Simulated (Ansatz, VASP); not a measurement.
## PbS: VASP beside Ansatz

```
Pb S
1.0
     0.00000    2.96500    2.96500
     2.96500    0.00000    2.96500
     2.96500    2.96500    0.00000
Pb S
1 1
Direct
  0.00000 0.00000 0.00000
  0.56324 0.56324 0.43676
```

Change from the starting cell: all S atoms moved +0.375 Å, as atom 2 along Cartesian [0 0 1].

Alike in both runs: task single point; functional LDA; k mesh 10 × 10 × 10; occupations gaussian, width 0.03 eV; no spin polarisation.

|  | VASP | Ansatz |
| --- | --- | --- |
| version | VASP 6.6.1 | Ansatz 0.2.0 |
| potentials or method | VASP PAW LDA potentials, release 64 (Pb_d, S) | scalar-relativistic, plane waves, PAW |
| plane-wave cutoff (eV) | 520 | 420 |
| valence electrons in the cell | 20 | 20 |

|  | VASP | Ansatz | Ansatz less VASP |
| --- | --- | --- | --- |
| gap on the k mesh at the Fermi level (eV) | 1.15 | 1.16 | +0.008 |
| least direct gap on the mesh (eV) | 1.15 | 1.16 | +0.008 |
| pressure (GPa) | -0.1 | -0.2 | -0.06 |
| largest component of the traceless stress (GPa) | 4.08 | 4.06 | -0.012 |
| rms of the force components (eV/Å) | 0.419 | 0.413 | -0.0059 |

Atom by atom the forces differ by 0.006 eV/Å (rms over components).

Caveats: spin-orbit coupling is left out, which as a rule narrows the gap of such compounds by several tenths of an eV. A k mesh can miss the band edges.
